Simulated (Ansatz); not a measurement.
Independent-particle absorption of F (C2/m, a = 5.881 Å, b = 3.387 Å, c = 7.382 Å, α = 90.00°, β = 108.05°, γ = 90.00°), no local fields or excitons, 0.1 eV broadening. Level of theory: Ansatz, DFT PBE+D3(BJ), scalar-relativistic, plane waves, PAW.

Plane waves to 420 eV, a k mesh through Γ of 8×8×4 on the computed 4-atom cell and Gaussian smearing (0.02 eV); no spin polarisation. The spectrum is summed on a 12×12×6 mesh.

```
F
1.0
     2.93754   -1.69342   -0.12758
     2.93754    1.69342   -0.12758
    -1.98063    0.00000    7.11132
F
4
Direct
  0.07798 0.07798 0.09491
  0.92202 0.92202 0.90509
  0.49951 0.49951 0.59579
  0.50049 0.50049 0.40421
```

photon energy (eV), ε2,zz and a bar:
```
      0.0       0.00
      0.4       0.00
      0.8       0.00
      1.2       0.00
      1.6       0.00
      2.0       0.00
      2.4       0.00
      2.8       0.00
      3.2       0.26
      3.6       2.29 ####
      4.0       0.25
      4.4       0.00
      4.8       0.00
      5.2       0.00
      5.6       0.00
      6.0       0.00
      6.4       0.05
      6.8       0.20
      7.2       0.52 #
      7.6       0.03
      8.0       0.00
      8.4       0.00
      8.8       2.16 ####
      9.2      11.78 ###################
      9.6      18.51 ##############################
     10.0       7.08 ###########
     10.4       0.08
     10.8       0.01
     11.2       0.02
     11.6       0.02
     12.0       0.03
     12.4       0.05
     12.8       0.07
     13.2       0.09
     13.6       0.10
     14.0       0.10
```

The strongest peak lies near 9.6 eV. ε∞ (xx, yy, zz) = 1.7, 1.5, 2.6.